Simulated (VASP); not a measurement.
# LiCl (Fm-3m) in VASP: notebook, part 2 of 2

VASP 6.6.1. Earlier steps stand in the parts before.

**6. Relaxation of cell and atoms, PBEsol**

File INCAR:

```
PREC     = Accurate       # precision mode
ENCUT    = 580            # plane-wave cutoff, eV
EDIFF    = 1E-7           # SCF threshold, eV
ISMEAR   = 0              # smearing method
SIGMA    = 0.02           # smearing width, eV
LREAL    = F              # projectors in reciprocal space
LASPH    = T              # aspherical terms in the spheres
NELM     = 60             # most SCF steps
ALGO     = Fast           # electronic algorithm
ISIF     = 3              # what is computed and relaxed
LWAVE    = F              # write WAVECAR
LCHARG   = F              # write CHGCAR
GGA      = PS             # functional
IBRION   = 2              # ionic algorithm
NSW      = 90             # ionic steps
EDIFFG   = -0.005         # ionic threshold
```

File KPOINTS:

```
regular mesh
0
Gamma
  8 8 8
```

File POSCAR:

```
LiCl
1.0
    0.0000000000      2.5421223400      2.5421223400
    2.5421223400      0.0000000000      2.5421223400
    2.5421223400      2.5421223400      0.0000000000
Li Cl
1 1
Direct
    0.0000000000      0.0000000000      0.0000000000
    0.5000000000      0.5000000000      0.5000000000
```

Potentials or basis: VASP PAW PBE potentials, release 64 (Li, Cl).

Started as:

```sh
$ cat potpaw_PBE.64/Li/POTCAR potpaw_PBE.64/Cl/POTCAR > POTCAR
$ mpirun -np 1 vasp_std > vasp.out
```

OUTCAR:

```text
PREC = Accurate
   ENCUT = 580
   EDIFF = 1E-7
   ISMEAR = 0
   LREAL = F
   LASPH = T
   NELM = 60
   ISIF = 3
   GGA = PS
   IBRION = 2
   NSW = 90
   EDIFFG = -0.005

 ion  position               nearest neighbor table
   1  0.000  0.000  0.000-   2 2.54   2 2.54   2 2.54   2 2.54   2 2.54   2 2.54
   2  0.500  0.500  0.500-   1 2.54   1 2.54   1 2.54   1 2.54   1 2.54   1 2.54

  LATTYP: Found a face centered cubic cell.
 ALAT       =     5.0842446800

  Lattice vectors:

 A1 = (   0.0000000000,   2.5421223400,   2.5421223400)
 A2 = (   2.5421223400,   0.0000000000,   2.5421223400)
 A3 = (   2.5421223400,   2.5421223400,   0.0000000000)

Analysis of symmetry for initial positions (statically):
=====================================================================
 Subroutine PRICEL returns:
 Original cell was already a primitive cell.

 Routine SETGRP: Setting up the symmetry group for a
 face centered cubic supercell.

 Subroutine GETGRP returns: Found 48 space group operations
 (whereof 48 operations were pure point group operations)
 out of a pool of 48 trial point group operations.

The static configuration has the point symmetry O_h .

Analysis of symmetry for dynamics (positions and initial velocities):
=====================================================================
 Subroutine PRICEL returns:
 Original cell was already a primitive cell.

 Routine SETGRP: Setting up the symmetry group for a
 face centered cubic supercell.

 Subroutine GETGRP returns: Found 48 space group operations
 (whereof 48 operations were pure point group operations)
 out of a pool of 48 trial point group operations.

The dynamic configuration has the point symmetry O_h .

 Subroutine INISYM returns: Found 48 space group operations
 (whereof 48 operations are pure point group operations),
 and found     1 'primitive' translations

----------------------------------------------------------------------------------------

                                     Primitive cell

  volume of cell :      32.8564

  direct lattice vectors                    reciprocal lattice vectors
     0.000000000  2.542122340  2.542122340    -0.196686049  0.196686049  0.196686049
     2.542122340  0.000000000  2.542122340     0.196686049 -0.196686049  0.196686049
     2.542122340  2.542122340  0.000000000     0.196686049  0.196686049 -0.196686049

  length of vectors
     3.595103890  3.595103890  3.595103890     0.340670231  0.340670231  0.340670231

  position of ions in fractional coordinates (direct lattice)
     0.000000000  0.000000000  0.000000000
     0.500000000  0.500000000  0.500000000

  ion indices of the primitive-cell ions
   primitive index   ion index
                 1           1
                 2           2

----------------------------------------------------------------------------------------

 KPOINTS: regular mesh
[... 51 lines left out ...]
   number of dos      NEDOS =    301   number of ions     NIONS =      2
   total plane-waves  NPLWV =  21952
   dimension x,y,z NGX =    28 NGY =   28 NGZ =   28
   dimension x,y,z NGXF=    56 NGYF=   56 NGZF=   56
   ions per type =               1   1
   NGX,Y,Z   is equivalent  to a cutoff of  12.95, 12.95, 12.95 a.u.
   NGXF,Y,Z  is equivalent  to a cutoff of  25.90, 25.90, 25.90 a.u.
 SYSTEM =  unknown system
   PREC   = accura    normal or accurate (medium, high low for compatibility)
   ISTART =      0    job   : 0-new  1-cont  2-samecut
   ICHARG =      2    charge: 1-file 2-atom 10-const
   ISPIN  =      1    spin polarized calculation?
   LNONCOLLINEAR =      F non collinear calculations
   LSORBIT =      F    spin-orbit coupling
   LASPH  =      T    aspherical Exc in radial PAW
   ENCUT  =  580.0 eV  42.63 Ry    6.53 a.u.   7.06  7.06  7.06*2*pi/ulx,y,z
   NELM   =     60;   NELMIN=  2; NELMDL= -5     # of ELM steps
   EDIFF  = 0.1E-06   stopping-criterion for ELM
   LREAL  =      F    real-space projection
   EDIFFG = -.5E-02   stopping-criterion for IOM
   NSW    =     90    number of steps for IOM
   IBRION =      2    ionic relax: 0-MD 1-quasi-New 2-CG
   NFREE  =      1    steps in history (QN), initial steepest desc. (CG)
   ISIF   =      3    stress and relaxation
   ISYM   =      2    0-nonsym 1-usesym 2-fastsym
   POTIM  = 0.5000    time-step for ionic-motion
   TEBEG  =    0.0;   TEEND  =   0.0 temperature during run
   PSTRESS=    0.0 pullay stress
   NELECT =       8.0000    total number of electrons
   NUPDOWN=      -1.0000    fix difference up-down
   EMIN   =  10.00;   EMAX   =-10.00  energy-range for DOS
   EFERMI =   0.00;   METHOD = LEGACY
   ISMEAR =     0;   SIGMA  =   0.02  broadening in eV -4-tet -1-fermi 0-gaus
   EFERMI_NEDOS =   21; number of points for ismear=-14 and -15
   IALGO  =     68    algorithm
   IMIX   =      4    mixing-type and parameters
     AMIX     =   0.40;   BMIX     =  1.00
     AMIX_MAG =   1.60;   BMIX_MAG =  1.00
  volume/ion in A,a.u.               =      16.43       110.86
  Fermi-wavevector in a.u.,A,eV,Ry     =   1.022269  1.931808 14.218540  1.045033
  Thomas-Fermi vector in A             =   2.155939
   LORBIT       =      0    0 simple, 1 ext, 2 COOP (PROOUT), +10 PAW based schemes
   GGA     = PS    functional components
   LHFCALC =     F    Hartree Fock is set to
   AEXX    =    0.0000 exact exchange contribution
   IVDW    =     0    specifies the selected vdW correction
   LEPSILON=     F    determine dielectric tensor
   LRPA    =     F    only Hartree local field effects (RPA)
 conjugate gradient relaxation of ions
 non-spin polarized calculation
 RMM-DIIS sequential band-by-band and
 Gauss-broadening in eV      SIGMA  =   0.02
  energy-cutoff  :      580.00
  volume of cell :       32.86
 maximum number of plane-waves:      1056
   NGX = 15   NGY = 15   NGZ = 15

--------------------------------------- Ionic step        1  -------------------------------------------

 number of electron       8.0000001 magnetization

 Free energy of the ion-electron system (eV)
  ---------------------------------------------------
  ext. energy  EPLUGINS =         0.00000000
  ---------------------------------------------------
  free energy    TOTEN  =        -7.62766757 eV

  energy without entropy =       -7.62766757  energy(sigma->0) =       -7.62766757

------------------------ aborting loop because EDIFF is reached ----------------------------------------

  FORCE on cell =-STRESS in cart. coord.  units (eV):
  Direction    XX          YY          ZZ          XY          YZ          ZX
  --------------------------------------------------------------------------------------
  -------------------------------------------------------------------------------------
  Total       -0.0580179     -0.0580179     -0.0580179      0.0000000      0.0000000      0.0000000
  in kB       -2.8291309     -2.8291309     -2.8291309      0.0000000      0.0000000      0.0000000
  external PRESSURE =      -2.8291309 kB  Pullay stress =       0.0000000 kB
[... 59 lines left out ...]
--------------------------------------- Ionic step        3  -------------------------------------------

 number of electron       8.0000000 magnetization

 Free energy of the ion-electron system (eV)
  ---------------------------------------------------
  ext. energy  EPLUGINS =         0.00000000
  ---------------------------------------------------
  free energy    TOTEN  =        -7.62792263 eV

  energy without entropy =       -7.62792263  energy(sigma->0) =       -7.62792263

 E-fermi :   0.7428     XC(G=0):  -8.9072

 val. band max:        0.6458417028   @ k =   0.0000   0.0000   0.0000
 cond. band min:       6.9746391715   @ k =   0.0000   0.0000   0.0000
 fundamental gap:      6.3287974687
 Fermi energy:         0.7428423499

 k-point     1 :       0.0000    0.0000    0.0000
  band No.  band energies     occupation
      1     -12.8776      2.00000
      2       0.6458      2.00000
      3       0.6458      2.00000
      4       0.6458      2.00000
      5       6.9746      0.00000
      6      12.4830      0.00000
      7      12.4830      0.00000
      8      12.4830      0.00000
[... 243 lines left out ...]
 k-point    24 :      -0.3750    0.2500    0.1250
  band No.  band energies     occupation
      1     -12.1129      2.00000
      2      -2.0886      2.00000
      3      -0.7707      2.00000
      4       0.0176      2.00000
      5       8.7624      0.00000
      6       9.9141      0.00000
      7      11.1793      0.00000
      8      12.4776      0.00000

 [... further k-points ...]

------------------------ aborting loop because EDIFF is reached ----------------------------------------

  FORCE on cell =-STRESS in cart. coord.  units (eV):
  Direction    XX          YY          ZZ          XY          YZ          ZX
  --------------------------------------------------------------------------------------
  -------------------------------------------------------------------------------------
  Total       -0.0060802     -0.0060802     -0.0060802      0.0000000     -0.0000000      0.0000000
  in kB       -0.2986422     -0.2986422     -0.2986422      0.0000000     -0.0000000      0.0000000
  external PRESSURE =      -0.2986422 kB  Pullay stress =       0.0000000 kB
[... 17 lines left out ...]
  FREE ENERGIE OF THE ION-ELECTRON SYSTEM (eV)
  ---------------------------------------------------
  free  energy   TOTEN  =        -7.6279226335 eV

  energy  without entropy=       -7.6279226335  energy(sigma->0) =       -7.62792263

 reached required accuracy - stopping structural energy minimisation
```

Wall time 11 s (1 thread of AMD EPYC 9R45 (Zen 5), shared host); peak memory 0.12 GiB.

What came out:

```yaml
Free_energy: -7.6279 eV
Relaxed_volume: 16.31 Å³/atom
Relaxed_cell: a = 3.586 Å, b = 3.586 Å, c = 3.586 Å, α = 60.00°, β = 60.00°, γ = 60.00°
Space_group_after_relaxing_to_0.05_Å: Fm-3m (No. 225)
Energy_gained_by_relaxing: 0.1 meV/atom
Ionic_steps: 3
Pressure_after_relaxing: 0.0 GPa
Band_gap_on_the_k_mesh: 6.33 eV, direct
```

Step by step:
| step | energy change (eV) | largest force (eV/Å) | pressure (GPa) | volume (Å³) |
| --- | --- | --- | --- | --- |
| 1 | 0.0000 | 0.0000 | -0.28 | 32.86 |
| 2 | -0.0002 | 0.0000 | -0.15 | 32.72 |
| 3 | -0.0003 | 0.0000 | -0.03 | 32.62 |

Final structure:
```
CELL_PARAMETERS angstrom
0.00000 2.53599 2.53599
2.53599 0.00000 2.53599
2.53599 2.53599 0.00000
ATOMIC_POSITIONS crystal
Li 0.00000 0.00000 0.00000
Cl 0.50000 0.50000 0.50000
```

Levels at points of the mesh, in eV from the valence-band top:
```tsv
k point	band 2	band 3	band 4	band 5	band 6	band 7
(0.00, 0.00, 0.00)	0.00	0.00	0.00	6.33	11.84	11.84
(0.50, 0.00, 0.00)	-3.02	-0.28	-0.28	6.60	9.42	9.42
(0.50, 0.50, 0.00)	-3.11	-1.19	-1.19	7.84	8.04	12.57
```

Caveat: the PAW data sets were made with another functional, which shifts forces and pressure a little. PBEsol gaps usually lie below the measured ones, often by a third to a half.

**7. Relaxation of cell and atoms, RPBE**

INCAR, as its differences from that of step 6:

```diff
@@ -1,3 +1,3 @@
 PREC     = Accurate       # precision mode
-ENCUT    = 580            # plane-wave cutoff, eV
+ENCUT    = 600            # plane-wave cutoff, eV
 EDIFF    = 1E-7           # SCF threshold, eV
@@ -12,3 +12,3 @@
 LCHARG   = F              # write CHGCAR
-GGA      = PS             # functional
+GGA      = RP             # functional
 IBRION   = 2              # ionic algorithm
```

KPOINTS is that of step 6.

POSCAR is that of step 6.

Potentials or basis: VASP PAW PBE potentials, release 64 (Li_sv, Cl).

Started as:

```sh
$ cat potpaw_PBE.64/Li_sv/POTCAR potpaw_PBE.64/Cl/POTCAR > POTCAR
$ mpirun -np 1 vasp_std > vasp.out
```

Run time: 39 s. Hardware: 1 thread of AMD EPYC 9R45 (Zen 5), shared host; peak memory 0.14 GiB.

Results (log left out):

```
Free energy                            : -7.0230 eV
Relaxed volume                         : 18.09 Å³/atom
Relaxed cell                           : a = 3.713 Å, b = 3.713 Å, c = 3.713 Å, α = 60.00°, β = 60.00°, γ = 60.00°
Space group after relaxing (to 0.05 Å) : Fm-3m (No. 225)
Energy gained by relaxing              : 15.0 meV/atom
Ionic steps                            : 4
Pressure after relaxing                : 0.0 GPa
Band gap on the k mesh                 : 6.23 eV, direct
```

Step by step:
| step | energy change (eV) | largest force (eV/Å) | pressure (GPa) | volume (Å³) |
| --- | --- | --- | --- | --- |
| 1 | 0.0000 | 0.0000 | 3.19 | 32.86 |
| 2 | -0.0226 | 0.0000 | 1.48 | 34.44 |
| 3 | -0.0284 | 0.0000 | -0.61 | 36.97 |
| 4 | -0.0300 | 0.0000 | -0.04 | 36.18 |

Final structure:
```cif
data_structure
_symmetry_space_group_name_H-M 'P 1'
_symmetry_Int_Tables_number 1
_cell_length_a 3.7126
_cell_length_b 3.7126
_cell_length_c 3.7126
_cell_angle_alpha 60.000
_cell_angle_beta 60.000
_cell_angle_gamma 60.000
_cell_volume 36.18
loop_
_atom_site_label
_atom_site_type_symbol
_atom_site_fract_x
_atom_site_fract_y
_atom_site_fract_z
_atom_site_occupancy
Li1 Li 0.00000 0.00000 0.00000 1
Cl1 Cl 0.50000 0.50000 0.50000 1
```

Levels at points of the mesh, in eV from the valence-band top:
```tsv
k point	band 2	band 3	band 4	band 5	band 6	band 7	band 8	band 9
(0.00, 0.00, 0.00)	-13.15	0.00	0.00	0.00	6.23	11.98	11.98	11.98
(0.50, 0.00, 0.00)	-12.68	-2.48	-0.22	-0.22	6.91	9.62	9.62	12.51
(0.50, 0.50, 0.00)	-12.48	-2.53	-0.96	-0.96	7.91	8.57	12.10	13.84
```

Caveat: the cutoff is under 1.25 times the usual one of these potentials, so pressure, stress and relaxed cells hold a basis-set (Pulay) error; the PAW data sets were made with another functional, which shifts forces and pressure a little. A k mesh can miss the band edges.

**8. Overview**

| task | level | potentials or basis | cell | k mesh | cutoff (eV) | mesh quality | gap on the mesh (eV) | pressure (GPa) | relaxed volume (Å³/atom) |
| --- | --- | --- | --- | --- | --- | --- | --- | --- | --- |
| relaxation of cell and atoms | PBE+D3(BJ) | VASP PAW PBE potentials, release 64 (Li_sv, Cl) | relaxed | 8 × 8 × 8 | 600 | not flagged | 6.68 | 0.0 | 15.94 |
| relaxation of cell and atoms | PBEsol | VASP PAW PBE potentials, release 64 (Li_sv, Cl) | relaxed | 4 × 4 × 4 | 600 | coarse | 6.35 | 0.0 | 16.26 |
| single point | PBEsol | VASP PAW PBE potentials, release 64 (Li_sv, Cl) | as given | 8 × 8 × 8 | 520 | not flagged | 6.29 | - | - |
| relaxation of cell and atoms | PBEsol | VASP PAW PBE potentials, release 64 (Li, Cl) | relaxed | 8 × 8 × 8 | 580 | not flagged | 6.33 | 0.0 | 16.31 |
| relaxation of cell and atoms | RPBE | VASP PAW PBE potentials, release 64 (Li_sv, Cl) | relaxed | 8 × 8 × 8 | 600 | not flagged | 6.23 | 0.0 | 18.09 |

Alike in all rows: no spin polarisation; smearing gaussian 0.02 eV.

Caveats: some runs use coarse meshes; the cutoff is under 1.25 times the usual one of these potentials, so pressure, stress and relaxed cells hold a basis-set (Pulay) error (some runs); the PAW data sets were made with another functional, which shifts forces and pressure a little (some runs).

Total energies depend on the potentials used, so only differences within one code and one set of settings carry meaning.
